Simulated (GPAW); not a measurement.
Al, 2 atoms in the cell. The structure is hexagonal, space group P6_3/mmc (No. 194). Conventional cell: a = 2.812 Å, b = 2.812 Å, c = 4.867 Å, α = 90.00°, β = 90.00°, γ = 120.00°. Around Al (site symmetry -6m2) lie 12 Al at 2.81 to 2.93 Å. This isn't the form of Al at room conditions, which is fcc.

- Program: GPAW 26.7.0
- Task: relaxation of cell and atoms
- Functional: PBEsol
- Potentials or basis: PAW data sets generated in the run's folder for this functional
- Cutoff: 600 eV
- Basis: pw
- k mesh: 11 × 11 × 6
- Occupations: fermi-dirac, width 0.05 eV
- Spin: no spin polarisation
- Maxiter: 150
- Optimizer: BFGS
- Fmax: 0.02 eV/Å
- Max steps: 60
- Convergence: density=1e-05 forces=0.0001

Potentials or basis: PAW data sets generated in the run's folder for this functional, pw.

Run with:

```console
$ gpaw-setup -f PBEsol Al
$ OMP_NUM_THREADS=1 python run.py
```

Hardware: 1 thread of Arm Neoverse V2, with other jobs on the host.

How long does it take, and how much memory?

Run time: 59 s on 1 thread of Arm Neoverse V2, on a shared host, peak memory 0.25 GiB. Counts: scf iterations 58, plane waves 1136, bands 10, k points 84, ion steps 7.
